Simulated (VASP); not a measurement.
# BAs (I4/mmm) in VASP: settings compared

The runs below take BAs through relaxation of cell and atoms, with PBE, LDA.

Everything below comes from runs of VASP 6.6.1. Logs are shortened: lines on timing, memory, paths and dates and some standing lists are left out, and cuts for length are marked.

### 1 Starting point

The structure is tetragonal, space group I4/mmm (No. 139). Conventional cell: a = 4.283 Å, b = 4.283 Å, c = 7.144 Å, α = 90.00°, β = 90.00°, γ = 90.00°. B (site symmetry -4m2) is surrounded by 4 As at 2.18 Å. Around As (site symmetry 4mm) lie 4 B at 2.18 Å.

The cell was built by a generator and needn't be a form met in nature.

### 2 Relaxation of cell and atoms, PBE

INCAR

```
PREC = Accurate ; ENCUT = 600
EDIFF = 1E-7 ; ISMEAR = 0
SIGMA = 0.05 ; LREAL = F
LASPH = T ; NELM = 60
ALGO = Normal ; ISIF = 3
LWAVE = F ; LCHARG = F
GGA = PE ; IBRION = 2
NSW = 60 ; EDIFFG = -0.005
```

KPOINTS

```
regular mesh
0
Gamma
  9 9 9
```

POSCAR

```
BAs
1.0
   -2.1416214300      2.1416214300      3.5721965000
    2.1416214300     -2.1416214300      3.5721965000
    2.1416214300      2.1416214300     -3.5721965000
B As
2 2
Direct
    0.7500000000      0.2500000000      0.5000000000
    0.2500000000      0.7500000000      0.5000000000
    0.6923532000      0.6923532000      0.0000000000
    0.3076468000      0.3076468000      0.0000000000
```

Potentials or basis: VASP PAW PBE potentials, release 64 (B, As).

On the command line:

```sh
$ cat potpaw_PBE.64/B/POTCAR potpaw_PBE.64/As/POTCAR > POTCAR
$ mpirun -np 1 vasp_std > vasp.out
```

OUTCAR:

```text
PREC = Accurate
   ENCUT = 600
   EDIFF = 1E-7
   ISMEAR = 0
   LREAL = F
   LASPH = T
   NELM = 60
   ISIF = 3
   GGA = PE
   IBRION = 2
   NSW = 60
   EDIFFG = -0.005

 ion  position               nearest neighbor table
   1  0.750  0.250  0.500-   4 2.18   3 2.18   4 2.18   3 2.18
   2  0.250  0.750  0.500-   4 2.18   3 2.18   4 2.18   3 2.18
   3  0.692  0.692  0.000-   2 2.18   1 2.18   1 2.18   2 2.18   4 2.75
   4  0.308  0.308  0.000-   1 2.18   2 2.18   2 2.18   1 2.18   3 2.75

  LATTYP: Found a body centered tetragonal cell.
 ALAT       =     4.2832428600
 C/A-ratio  =     1.6679869047

  Lattice vectors:

 A1 = (  -2.1416214300,   2.1416214300,   3.5721965000)
 A2 = (   2.1416214300,  -2.1416214300,   3.5721965000)
 A3 = (   2.1416214300,   2.1416214300,  -3.5721965000)

Analysis of symmetry for initial positions (statically):
=====================================================================
 Subroutine PRICEL returns:
 Original cell was already a primitive cell.

 Routine SETGRP: Setting up the symmetry group for a
 body centered tetragonal supercell.

 Subroutine GETGRP returns: Found 16 space group operations
 (whereof 16 operations were pure point group operations)
 out of a pool of 16 trial point group operations.

The static configuration has the point symmetry D_4h.

Analysis of symmetry for dynamics (positions and initial velocities):
=====================================================================
 Subroutine PRICEL returns:
 Original cell was already a primitive cell.

 Routine SETGRP: Setting up the symmetry group for a
 body centered tetragonal supercell.

 Subroutine GETGRP returns: Found 16 space group operations
 (whereof 16 operations were pure point group operations)
 out of a pool of 16 trial point group operations.

The dynamic configuration has the point symmetry D_4h.

 Subroutine INISYM returns: Found 16 space group operations
 (whereof 16 operations are pure point group operations),
 and found     1 'primitive' translations

----------------------------------------------------------------------------------------

                                     Primitive cell

  volume of cell :      65.5361

  direct lattice vectors                    reciprocal lattice vectors
    -2.141621430  2.141621430  3.572196500     0.000000000  0.233467966  0.139969904
     2.141621430 -2.141621430  3.572196500     0.233467966  0.000000000  0.139969904
     2.141621430  2.141621430 -3.572196500     0.233467966  0.233467966  0.000000000

  length of vectors
     4.683339891  4.683339891  4.683339891     0.272211067  0.272211067  0.330173564

  position of ions in fractional coordinates (direct lattice)
     0.750000000  0.250000000  0.500000000
     0.250000000  0.750000000  0.500000000
     0.692353200  0.692353200  0.000000000
     0.307646800  0.307646800  0.000000000

  ion indices of the primitive-cell ions
   primitive index   ion index
                 1           1
                 2           2
                 3           3
                 4           4

----------------------------------------------------------------------------------------

 KPOINTS: regular mesh

Automatic generation of k-mesh.
 Grid dimensions read from file:
 generate k-points for:    9    9    9

 Generating k-lattice:

  Cartesian coordinates                     Fractional coordinates (reciprocal lattice)
     0.000000000  0.025940885  0.015552212     0.111111111  0.000000000  0.000000000
     0.025940885  0.000000000  0.015552212     0.000000000  0.111111111  0.000000000
     0.025940885  0.025940885  0.000000000     0.000000000  0.000000000  0.111111111

  Length of vectors
     0.030245674  0.030245674  0.036685952

  Shift w.r.t. Gamma in fractional coordinates (k-lattice)
     0.000000000  0.000000000  0.000000000

 Subroutine IBZKPT returns following result:
 ===========================================

 Found     75 irreducible k-points:

 Following reciprocal coordinates:
            Coordinates               Weight
  0.000000  0.000000  0.000000      1.000000
  0.111111 -0.000000  0.000000      8.000000
  0.222222 -0.000000  0.000000      8.000000
  0.333333 -0.000000  0.000000      8.000000
  0.444444 -0.000000  0.000000      8.000000
  0.111111  0.111111  0.000000      8.000000
[... 16 lines left out ...]
 -0.333333  0.333333  0.000000      4.000000
  0.444444  0.444444  0.000000      8.000000
 [... further k-points ...]
   k-points           NKPTS =     75   k-points in BZ     NKDIM =     75   number of bands    NBANDS=     12
   number of dos      NEDOS =    301   number of ions     NIONS =      4
   total plane-waves  NPLWV =  64000
   dimension x,y,z NGX =    40 NGY =   40 NGZ =   40
   dimension x,y,z NGXF=    80 NGYF=   80 NGZF=   80
   ions per type =               2   2
   NGX,Y,Z   is equivalent  to a cutoff of  14.20, 14.20, 14.20 a.u.
   NGXF,Y,Z  is equivalent  to a cutoff of  28.40, 28.40, 28.40 a.u.
 SYSTEM =  unknown system
   PREC   = accura    normal or accurate (medium, high low for compatibility)
   ISTART =      0    job   : 0-new  1-cont  2-samecut
   ICHARG =      2    charge: 1-file 2-atom 10-const
   ISPIN  =      1    spin polarized calculation?
   LNONCOLLINEAR =      F non collinear calculations
   LSORBIT =      F    spin-orbit coupling
   LASPH  =      T    aspherical Exc in radial PAW
   ENCUT  =  600.0 eV  44.10 Ry    6.64 a.u.   9.35  9.35  9.35*2*pi/ulx,y,z
   NELM   =     60;   NELMIN=  2; NELMDL= -5     # of ELM steps
   EDIFF  = 0.1E-06   stopping-criterion for ELM
   LREAL  =      F    real-space projection
   EDIFFG = -.5E-02   stopping-criterion for IOM
   NSW    =     60    number of steps for IOM
   IBRION =      2    ionic relax: 0-MD 1-quasi-New 2-CG
   NFREE  =      1    steps in history (QN), initial steepest desc. (CG)
   ISIF   =      3    stress and relaxation
   ISYM   =      2    0-nonsym 1-usesym 2-fastsym
   POTIM  = 0.5000    time-step for ionic-motion
   TEBEG  =    0.0;   TEEND  =   0.0 temperature during run
   PSTRESS=    0.0 pullay stress
   NELECT =      16.0000    total number of electrons
   NUPDOWN=      -1.0000    fix difference up-down
   EMIN   =  10.00;   EMAX   =-10.00  energy-range for DOS
   EFERMI =   0.00;   METHOD = LEGACY
   ISMEAR =     0;   SIGMA  =   0.05  broadening in eV -4-tet -1-fermi 0-gaus
   EFERMI_NEDOS =   21; number of points for ismear=-14 and -15
   IALGO  =     38    algorithm
   IMIX   =      4    mixing-type and parameters
     AMIX     =   0.40;   BMIX     =  1.00
     AMIX_MAG =   1.60;   BMIX_MAG =  1.00
  volume/ion in A,a.u.               =      16.38       110.56
  Fermi-wavevector in a.u.,A,eV,Ry     =   1.023186  1.933541 14.244069  1.046910
  Thomas-Fermi vector in A             =   2.156906
   LORBIT       =      0    0 simple, 1 ext, 2 COOP (PROOUT), +10 PAW based schemes
   GGA     = PE    functional components
   LHFCALC =     F    Hartree Fock is set to
   AEXX    =    0.0000 exact exchange contribution
   IVDW    =     0    specifies the selected vdW correction
   LEPSILON=     F    determine dielectric tensor
   LRPA    =     F    only Hartree local field effects (RPA)
 conjugate gradient relaxation of ions
 non-spin polarized calculation
 Gauss-broadening in eV      SIGMA  =   0.05
  energy-cutoff  :      600.00
  volume of cell :       65.54
 maximum number of plane-waves:      2209
 NGX is ok and might be reduce to    40
   NGX = 19   NGY = 19   NGZ = 19

--------------------------------------- Ionic step        1  -------------------------------------------

 number of electron      16.0000000 magnetization

 Free energy of the ion-electron system (eV)
  ---------------------------------------------------
  ext. energy  EPLUGINS =         0.00000000
  ---------------------------------------------------
  free energy    TOTEN  =       -18.45226786 eV

  energy without entropy =      -18.44886164  energy(sigma->0) =      -18.45056475

------------------------ aborting loop because EDIFF is reached ----------------------------------------

  FORCE on cell =-STRESS in cart. coord.  units (eV):
  Direction    XX          YY          ZZ          XY          YZ          ZX
  --------------------------------------------------------------------------------------
  -------------------------------------------------------------------------------------
  Total       -0.6110484     -0.6110484      0.8510900      0.0000000      0.0000000      0.0000000
  in kB      -14.9384478    -14.9384478     20.8068021      0.0000000      0.0000000      0.0000000
  external PRESSURE =      -3.0233645 kB  Pullay stress =       0.0000000 kB
[... 95 lines left out ...]
  FREE ENERGIE OF THE ION-ELECTRON SYSTEM (eV)
  ---------------------------------------------------
  free  energy   TOTEN  =       -18.7596855267 eV

  energy  without entropy=      -18.7576955440  energy(sigma->0) =      -18.75869054

 E-fermi :   4.6852     XC(G=0):  -9.5580

 val. band max:        4.6809152918   @ k =  -0.1111  -0.3333   0.1111
 cond. band min:       4.6978867447   @ k =  -0.2222   0.4444   0.1111
 fundamental gap:      0.0169714530
 Fermi energy:         4.6851920463

 k-point     1 :       0.0000    0.0000    0.0000
  band No.  band energies     occupation
      1     -10.6108      2.00000
      2      -4.7676      2.00000
      3      -1.7665      2.00000
      4      -1.0883      2.00000
      5      -1.0883      2.00000
      6       0.7281      2.00000
      7       2.5027      2.00000
      8       2.5027      2.00000
      9       3.4555      2.00000
     10       5.0764      0.00000
     11       7.4755      0.00000
     12       8.2517      0.00000
[... 331 lines left out ...]
 k-point    24 :       0.4444    0.4444    0.0000
  band No.  band energies     occupation
      1      -8.3708      2.00000
      2      -6.9283      2.00000
      3      -4.4768      2.00000
      4      -3.7283      2.00000
      5      -1.0694      2.00000
      6       0.6495      2.00000
      7       2.3266      2.00000
      8       4.8215      0.00011
      9       7.4422      0.00000
     10       7.7703      0.00000
     11       8.5197      0.00000
     12       8.8541      0.00000

 [... further k-points ...]

[... ionic steps 4 to 51 ...]

--------------------------------------- Ionic step       52  -------------------------------------------

 number of electron      16.0000001 magnetization

------------------------ aborting loop because EDIFF is reached ----------------------------------------

  FORCE on cell =-STRESS in cart. coord.  units (eV):
  Direction    XX          YY          ZZ          XY          YZ          ZX
  --------------------------------------------------------------------------------------
  -------------------------------------------------------------------------------------
  Total       -0.0193307     -0.0193307      0.0211455      0.0000000     -0.0000000      0.0000000
  in kB       -0.4257621     -0.4257621      0.4657344      0.0000000     -0.0000000      0.0000000
  external PRESSURE =      -0.1285966 kB  Pullay stress =       0.0000000 kB
[... 61 lines left out ...]
  energy  without entropy=      -20.2529221730  energy(sigma->0) =      -20.25411782

--------------------------------------- Ionic step       54  -------------------------------------------

 number of electron      16.0000001 magnetization

 Free energy of the ion-electron system (eV)
  ---------------------------------------------------
  ext. energy  EPLUGINS =         0.00000000
  ---------------------------------------------------
  free energy    TOTEN  =       -20.25531519 eV

  energy without entropy =      -20.25292069  energy(sigma->0) =      -20.25411794

 E-fermi :   3.8750     XC(G=0):  -8.9498

 val. band max:        3.8677575635   @ k =  -0.1111  -0.3333   0.1111
 cond. band min:       3.8904838122   @ k =   0.2222  -0.0000   0.0000
 fundamental gap:      0.0227262487
 Fermi energy:         3.8750099169

 k-point     1 :       0.0000    0.0000    0.0000
  band No.  band energies     occupation
      1     -11.6727      2.00000
      2      -8.4543      2.00000
      3      -2.6537      2.00000
      4      -0.6357      2.00000
      5      -0.6357      2.00000
      6       2.4712      2.00000
      7       2.5723      2.00000
      8       4.4420      0.00000
      9       4.4420      0.00000
     10       5.2107      0.00000
     11       5.7213      0.00000
     12       7.5388      0.00000
[... 331 lines left out ...]
 k-point    24 :       0.4444    0.4444    0.0000
  band No.  band energies     occupation
      1      -7.8077      2.00000
      2      -7.5160      2.00000
      3      -4.4940      2.00000
      4      -4.1205      2.00000
      5      -1.6011      2.00000
      6      -0.9290      2.00000
      7      -0.0783      2.00000
      8       0.0886      2.00000
      9       6.0015      0.00000
     10       6.1915      0.00000
     11       6.4336      0.00000
     12       7.9923      0.00000

 [... further k-points ...]

------------------------ aborting loop because EDIFF is reached ----------------------------------------

  FORCE on cell =-STRESS in cart. coord.  units (eV):
  Direction    XX          YY          ZZ          XY          YZ          ZX
  --------------------------------------------------------------------------------------
  -------------------------------------------------------------------------------------
  Total       -0.0038544     -0.0038544      0.0015982      0.0000000      0.0000000      0.0000000
  in kB       -0.0848523     -0.0848523      0.0351824      0.0000000      0.0000000      0.0000000
  external PRESSURE =      -0.0448407 kB  Pullay stress =       0.0000000 kB
[... 19 lines left out ...]
  FREE ENERGIE OF THE ION-ELECTRON SYSTEM (eV)
  ---------------------------------------------------
  free  energy   TOTEN  =       -20.2553151874 eV

  energy  without entropy=      -20.2529206876  energy(sigma->0) =      -20.25411794

 reached required accuracy - stopping structural energy minimisation
```

Wall time 53 min (1 thread of Intel Xeon Platinum 8488C (Sapphire Rapids), shared host); peak memory 0.29 GiB.

Results:

```yaml
Free_energy: -20.2553 eV
Relaxed_volume: 18.19 Å³/atom
Relaxed_cell: a = 6.973 Å, b = 6.973 Å, c = 6.973 Å, α = 152.37°, β = 152.37°, γ = 39.47°
Space_group_after_relaxing_to_0.05_Å: I4/mmm (No. 139)
Energy_gained_by_relaxing: 450.8 meV/atom
Ionic_steps: 54
Pressure_after_relaxing: 0.0 GPa
Band_gap_on_the_k_mesh: none (metal or under the smearing width)
```

Step by step:
```tsv
step	energy change (eV)	largest force (eV/Å)	pressure (GPa)	volume (Å³)
1	0.0000	0.6965	-0.30	65.54
3	-0.3074	1.0129	3.34	64.26
5	-0.5251	0.1400	6.40	62.83
7	-0.5631	0.3905	6.43	62.87
9	-0.6321	0.7564	3.80	64.46
11	-0.7057	0.3592	-1.17	69.25
13	-0.7134	0.1783	-0.14	67.98
15	-0.7211	0.1390	-0.05	68.03
17	-0.7387	0.2531	0.45	68.20
19	-0.7551	0.1073	0.52	68.97
21	-0.8394	0.5064	1.51	71.86
23	-1.6447	0.1782	2.72	75.03
25	-1.7349	0.9781	2.39	75.32
27	-1.7334	0.5664	1.77	75.73
29	-1.7375	0.6666	1.91	75.60
31	-1.7596	0.5441	0.76	76.10
33	-1.7748	0.3166	-0.78	76.60
35	-1.7834	0.3336	-1.67	75.27
37	-1.7903	0.0824	-1.00	75.15
39	-1.7966	0.0520	0.41	73.32
41	-1.8022	0.1083	0.30	72.99
43	-1.8029	0.0086	-0.22	73.07
45	-1.8030	0.0095	-0.07	72.96
47	-1.8030	0.0016	-0.03	72.88
49	-1.8030	0.0157	0.04	72.81
51	-1.8030	0.0089	0.02	72.78
53	-1.8030	0.0062	0.01	72.77
54	-1.8030	0.0007	0.00	72.78
```

Final structure:
```cif
data_structure
_symmetry_space_group_name_H-M 'P 1'
_symmetry_Int_Tables_number 1
_cell_length_a 6.9726
_cell_length_b 6.9726
_cell_length_c 6.9726
_cell_angle_alpha 152.369
_cell_angle_beta 152.369
_cell_angle_gamma 39.475
_cell_volume 72.78
loop_
_atom_site_label
_atom_site_type_symbol
_atom_site_fract_x
_atom_site_fract_y
_atom_site_fract_z
_atom_site_occupancy
B1 B 0.75000 0.25000 0.50000 1
B2 B 0.25000 0.75000 0.50000 1
As1 As 0.64399 0.64399 0.00000 1
As2 As 0.35601 0.35601 0.00000 1
```

(Part 1 of 2 ends here.)
